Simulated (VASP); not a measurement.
# Mg (P6/mmm) in VASP: a series of runs

Runs on Mg. Level: LDA. Tasks: single point.

Everything below comes from runs of VASP 6.6.1. Logs are shortened: lines on timing, memory, paths and dates and some standing lists are left out, and cuts for length are marked.

### 1 The structure

The structure is hexagonal, space group P6/mmm (No. 191). The conventional cell has a = 3.050 Å, b = 3.050 Å, c = 3.045 Å, α = 90.00°, β = 90.00°, γ = 120.00°. Around Mg (site symmetry 6/mmm) lie 8 Mg at 3.04 to 3.05 Å.

This isn't the form of Mg at room conditions, which is hcp.

### 2 Single point, LDA

INCAR

```
PREC = Accurate
ENCUT = 520
EDIFF = 1E-6
ISMEAR = 0
SIGMA = 0.15
LREAL = F
LASPH = T
NELM = 100
ALGO = Fast
ISIF = 2
LWAVE = F
LCHARG = F
NBANDS = 7
```

KPOINTS

```
regular mesh
0
Gamma
  18 18 16
```

POSCAR

```
Mg
1.0
    3.0502998005      0.0000000000      0.0000000000
   -1.5251499003      2.6416371164      0.0000000000
    0.0000000000      0.0000000000      3.0448375700
Mg
1
Direct
    0.0000000000      0.0000000000      0.0000000000
```

Potentials or basis: VASP PAW LDA potentials, release 64 (Mg).

On the command line:

```bash
cat potpaw_LDA.64/Mg/POTCAR > POTCAR
mpirun -np 1 vasp_std > vasp.out
```

OUTCAR:

```text
PREC = Accurate
   ENCUT = 520
   EDIFF = 1E-6
   ISMEAR = 0
   LREAL = F
   LASPH = T
   NELM = 100
   ISIF = 2

 ion  position               nearest neighbor table
   1  0.000  0.000  0.000-

  LATTYP: Found a hexagonal cell.
 ALAT       =     3.0502998005
 C/A-ratio  =     0.9982092808

  Lattice vectors:

 A1 = (   3.0502998005,   0.0000000000,   0.0000000000)
 A2 = (  -1.5251499003,   2.6416371164,   0.0000000000)
 A3 = (   0.0000000000,   0.0000000000,   3.0448375700)

Analysis of symmetry for initial positions (statically):
=====================================================================
 Subroutine PRICEL returns:
 Original cell was already a primitive cell.

 Routine SETGRP: Setting up the symmetry group for a
 hexagonal supercell.

 Subroutine GETGRP returns: Found 24 space group operations
 (whereof 24 operations were pure point group operations)
 out of a pool of 24 trial point group operations.

The static configuration has the point symmetry D_6h.

Analysis of symmetry for dynamics (positions and initial velocities):
=====================================================================
 Subroutine PRICEL returns:
 Original cell was already a primitive cell.

 Routine SETGRP: Setting up the symmetry group for a
 hexagonal supercell.

 Subroutine GETGRP returns: Found 24 space group operations
 (whereof 24 operations were pure point group operations)
 out of a pool of 24 trial point group operations.

The dynamic configuration has the point symmetry D_6h.

 Subroutine INISYM returns: Found 24 space group operations
 (whereof 24 operations are pure point group operations),
 and found     1 'primitive' translations

----------------------------------------------------------------------------------------

                                     Primitive cell

  volume of cell :      24.5346

  direct lattice vectors                    reciprocal lattice vectors
     3.050299800  0.000000000  0.000000000     0.327836628  0.189276565  0.000000000
    -1.525149900  2.641637116  0.000000000     0.000000000  0.378553130  0.000000000
     0.000000000  0.000000000  3.044837570     0.000000000  0.000000000  0.328424744

  length of vectors
     3.050299800  3.050299801  3.044837570     0.378553130  0.378553130  0.328424744

  position of ions in fractional coordinates (direct lattice)
     0.000000000  0.000000000  0.000000000

  ion indices of the primitive-cell ions
   primitive index   ion index
                 1           1

----------------------------------------------------------------------------------------

 KPOINTS: regular mesh

Automatic generation of k-mesh.
 Grid dimensions read from file:
 generate k-points for:   18   18   16

 Generating k-lattice:

  Cartesian coordinates                     Fractional coordinates (reciprocal lattice)
     0.018213146  0.010515365  0.000000000     0.055555556  0.000000000  0.000000000
     0.000000000  0.021030729  0.000000000     0.000000000  0.055555556  0.000000000
     0.000000000  0.000000000  0.020526547     0.000000000  0.000000000  0.062500000

  Length of vectors
     0.021030729  0.021030729  0.020526547

  Shift w.r.t. Gamma in fractional coordinates (k-lattice)
     0.000000000  0.000000000  0.000000000

 Subroutine IBZKPT returns following result:
 ===========================================

 Found    333 irreducible k-points:

 Following reciprocal coordinates:
            Coordinates               Weight
  0.000000  0.000000  0.000000      1.000000
  0.055556  0.000000  0.000000      6.000000
  0.111111  0.000000  0.000000      6.000000
  0.166667  0.000000  0.000000      6.000000
  0.222222  0.000000  0.000000      6.000000
  0.277778  0.000000  0.000000      6.000000
[... 16 lines left out ...]
  0.333333  0.111111  0.000000     12.000000
  0.388889  0.111111  0.000000     12.000000
 [... further k-points ...]
   k-points           NKPTS =    333   k-points in BZ     NKDIM =    333   number of bands    NBANDS=      7
   number of dos      NEDOS =    301   number of ions     NIONS =      1
   total plane-waves  NPLWV =  13824
   dimension x,y,z NGX =    24 NGY =   24 NGZ =   24
   dimension x,y,z NGXF=    48 NGYF=   48 NGZF=   48
   ions per type =               1
   NGX,Y,Z   is equivalent  to a cutoff of  13.08, 13.08, 13.10 a.u.
   NGXF,Y,Z  is equivalent  to a cutoff of  26.16, 26.16, 26.21 a.u.
 SYSTEM =  unknown system
   PREC   = accura    normal or accurate (medium, high low for compatibility)
   ISTART =      0    job   : 0-new  1-cont  2-samecut
   ICHARG =      2    charge: 1-file 2-atom 10-const
   ISPIN  =      1    spin polarized calculation?
   LNONCOLLINEAR =      F non collinear calculations
   LSORBIT =      F    spin-orbit coupling
   LASPH  =      T    aspherical Exc in radial PAW
   ENCUT  =  520.0 eV  38.22 Ry    6.18 a.u.   5.67  5.67  5.66*2*pi/ulx,y,z
   NELM   =    100;   NELMIN=  2; NELMDL= -5     # of ELM steps
   EDIFF  = 0.1E-05   stopping-criterion for ELM
   LREAL  =      F    real-space projection
   EDIFFG = 0.1E-04   stopping-criterion for IOM
   NSW    =      0    number of steps for IOM
   IBRION =     -1    ionic relax: 0-MD 1-quasi-New 2-CG
   NFREE  =      0    steps in history (QN), initial steepest desc. (CG)
   ISIF   =      2    stress and relaxation
   ISYM   =      2    0-nonsym 1-usesym 2-fastsym
   POTIM  = 0.5000    time-step for ionic-motion
   TEBEG  =    0.0;   TEEND  =   0.0 temperature during run
   PSTRESS=    0.0 pullay stress
   NELECT =       2.0000    total number of electrons
   NUPDOWN=      -1.0000    fix difference up-down
   EMIN   =  10.00;   EMAX   =-10.00  energy-range for DOS
   EFERMI =   0.00;   METHOD = LEGACY
   ISMEAR =     0;   SIGMA  =   0.15  broadening in eV -4-tet -1-fermi 0-gaus
   EFERMI_NEDOS =   21; number of points for ismear=-14 and -15
   IALGO  =     68    algorithm
   IMIX   =      4    mixing-type and parameters
     AMIX     =   0.40;   BMIX     =  1.00
     AMIX_MAG =   1.60;   BMIX_MAG =  1.00
  volume/ion in A,a.u.               =      24.53       165.57
  Fermi-wavevector in a.u.,A,eV,Ry     =   0.709836  1.341396  6.855535  0.503868
  Thomas-Fermi vector in A             =   1.796524
   LORBIT       =      0    0 simple, 1 ext, 2 COOP (PROOUT), +10 PAW based schemes
   GGA     = CA    functional components
   LHFCALC =     F    Hartree Fock is set to
   AEXX    =    0.0000 exact exchange contribution
   IVDW    =     0    specifies the selected vdW correction
   LEPSILON=     F    determine dielectric tensor
   LRPA    =     F    only Hartree local field effects (RPA)
 non-spin polarized calculation
 RMM-DIIS sequential band-by-band and
 Gauss-broadening in eV      SIGMA  =   0.15
  energy-cutoff  :      520.00
  volume of cell :       24.53
 maximum number of plane-waves:       674
 NGX is ok and might be reduce to    24
   NGX = 11   NGY = 11   NGZ = 11

 number of electron       2.0000000 magnetization

 Free energy of the ion-electron system (eV)
  ---------------------------------------------------
  ext. energy  EPLUGINS =         0.00000000
  ---------------------------------------------------
  free energy    TOTEN  =        -1.57147198 eV

  energy without entropy =       -1.56657510  energy(sigma->0) =       -1.56902354

 E-fermi :   2.1012     XC(G=0):  -8.4408

 val. band max:        2.0936768157   @ k =   0.2778   0.0000   0.4375
 cond. band min:       2.1302000934   @ k =   0.3889   0.1111   0.0000
 fundamental gap:      0.0365232777
 Fermi energy:         2.1011765752

 k-point     1 :       0.0000    0.0000    0.0000
  band No.  band energies     occupation
      1      -4.5287      2.00000
      2      10.0943      0.00000
      3      10.7649      0.00000
      4      14.6298      0.00000
      5      14.6298      0.00000
      6      15.5710      0.00000
      7      15.5710      0.00000

 k-point     2 :       0.0556    0.0000    0.0000
  band No.  band energies     occupation
      1      -4.4620      2.00000
      2      10.0842      0.00000
      3      10.8201      0.00000
      4      13.4454      0.00000
      5      14.0562      0.00000
      6      15.6331      0.00000
      7      16.2575      0.00000

 k-point     3 :       0.1111    0.0000    0.0000
  band No.  band energies     occupation
      1      -4.2624      2.00000
      2       9.9559      0.00000
      3      10.9856      0.00000
      4      11.8561      0.00000
      5      13.2812      0.00000
      6      15.2708      0.00000
      7      17.3702      0.00000

 k-point     4 :       0.1667    0.0000    0.0000
  band No.  band energies     occupation
      1      -3.9306      2.00000
      2       9.1750      0.00000
      3      10.9339      0.00000
      4      11.2618      0.00000
      5      12.5855      0.00000
      6      14.8875      0.00000
      7      18.6261      0.00000

 k-point     5 :       0.2222    0.0000    0.0000
  band No.  band energies     occupation
      1      -3.4681      2.00000
      2       7.7058      0.00000
      3      10.7390      0.00000
      4      11.6490      0.00000
      5      11.9923      0.00000
      6      14.6830      0.00000
      7      19.9964      0.00000
[... 161 lines left out ...]
 k-point    22 :       0.2778    0.1111    0.0000
  band No.  band energies     occupation
      1      -1.9644      2.00000
      2       4.8272      0.00000
      3       8.0595      0.00000
      4      12.9253      0.00000
      5      13.1081      0.00000
      6      16.0010      0.00000
      7      18.9689      0.00000

 k-point    23 :       0.3333    0.1111    0.0000
  band No.  band energies     occupation
      1      -1.1254      2.00000
      2       3.4254      0.00000
      3       7.7885      0.00000
      4      13.3231      0.00000
      5      13.6456      0.00000
      6      16.2392      0.00000
      7      17.7150      0.00000

 k-point    24 :       0.3889    0.1111    0.0000
  band No.  band energies     occupation
      1      -0.1701      2.00000
      2       2.1302      0.78436
      3       7.6227      0.00000
      4      13.4223      0.00000
      5      14.4653      0.00000
      6      16.5683      0.00000
      7      16.7451      0.00000

 [... further k-points ...]

------------------------ aborting loop because EDIFF is reached ----------------------------------------

  FORCE on cell =-STRESS in cart. coord.  units (eV):
  Direction    XX          YY          ZZ          XY          YZ          ZX
  --------------------------------------------------------------------------------------
  -------------------------------------------------------------------------------------
  Total       -0.1119559     -0.1119559     -0.1283042      0.0000000      0.0000000      0.0000000
  in kB       -7.3110166     -7.3110166     -8.3786027      0.0000000      0.0000000      0.0000000
  external PRESSURE =      -7.6668787 kB  Pullay stress =       0.0000000 kB

 VOLUME and BASIS-vectors are now :
 -----------------------------------------------------------------------------
  energy-cutoff  :      520.00
  volume of cell :       24.53
      direct lattice vectors                 reciprocal lattice vectors
     3.050299800  0.000000000  0.000000000     0.327836628  0.189276565  0.000000000
    -1.525149900  2.641637116  0.000000000     0.000000000  0.378553130  0.000000000
     0.000000000  0.000000000  3.044837570     0.000000000  0.000000000  0.328424744

 POSITION                                       TOTAL-FORCE (eV/Angst)
 -----------------------------------------------------------------------------------
      0.00000      0.00000      0.00000         0.000000      0.000000      0.000000
 -----------------------------------------------------------------------------------
    total drift:                               -0.000000     -0.000000      0.000000

  FREE ENERGIE OF THE ION-ELECTRON SYSTEM (eV)
  ---------------------------------------------------
  free  energy   TOTEN  =        -1.5714719822 eV

  energy  without entropy=       -1.5665750958  energy(sigma->0) =       -1.56902354
```

It took 30 s on 1 thread of Intel Xeon Platinum 8375C at 2.90GHz (Ice Lake), shared host; peak memory 0.17 GiB.

Results:

```yaml
Free_energy: -1.5715 eV
Pressure: -0.8 GPa
Band_gap_on_the_k_mesh: none (metal or under the smearing width)
```

### 3 Single point, LDA

INCAR

```
SYSTEM = Mg
PREC = Accurate
ENCUT = 520
EDIFF = 1E-6
ISMEAR = 0
SIGMA = 0.15
LREAL = .False.
LASPH = .True.
NELM = 100
ALGO = Normal
ISIF = 2
LWAVE = .False.
LCHARG = .False.
NBANDS = 7
```

KPOINTS

```
Automatic mesh
0
Gamma
  21 21 18
  0 0 0
```

POSCAR is that of step 2.

Potentials or basis: VASP PAW LDA potentials, release 64 (Mg).

On the command line:

```bash
cat potpaw_LDA.64/Mg/POTCAR > POTCAR
mpirun -np 1 vasp_std > vasp.out
```

It took 51 s on 1 thread of Intel Xeon Platinum 8375C at 2.90GHz (Ice Lake), shared host; peak memory 0.19 GiB.

The run converged. Its results:

* Free energy: -1.5710 eV
* Pressure: -0.8 GPa
* Band gap on the k mesh: none (metal or under the smearing width)

Levels at points of the mesh, in eV from the Fermi level:
| k point | band 1 | band 2 | band 3 | band 4 | band 5 | band 6 |
| --- | --- | --- | --- | --- | --- | --- |
| (0.00, 0.00, 0.00) | -6.63 | 8.00 | 8.67 | 12.53 | 12.53 | 13.47 |
| (0.00, 0.00, 0.50) | -3.00 | -2.29 | 14.64 | 14.64 | 16.08 | 16.08 |
